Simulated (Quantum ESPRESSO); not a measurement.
Crystal: ZrB2.

```xyz
3
Lattice="3.1700 0.0000 0.0000 -1.5850 2.7453 0.0000 0.0000 0.0000 3.5330" Properties=species:S:1:pos:R:3 pbc="T T T"
Zr    0.0000    0.0000    0.0000
B     1.5850    0.9151    1.7665
B     0.0000    1.8302    1.7665
```

Base run:

- Program: Quantum ESPRESSO 7.5
- Functional: PBEsol
- Potentials or basis: GBRV 1.5 PBEsol
- Cutoff: 612 eV
- Density cutoff: 4898 eV
- k mesh: 10 × 10 × 8
- Occupations: fermi-dirac, width 0.05 eV
- Spin: no spin polarisation
- Hubbard terms: Zr d U = 1 eV

Its results: band gap on the k mesh none (metal or under the smearing width); pressure -4.8 GPa.

Q: The run is repeated on the same cell with these changes: hubbard terms from Zr d U = 1 eV to Zr d U = 6 eV. What comes out?

A: Band gap on the k mesh none (metal or under the smearing width); pressure -9.1 GPa.

Caveats: U without spin polarisation on a metal has little footing; the U is typed as a test and isn't derived for this compound.
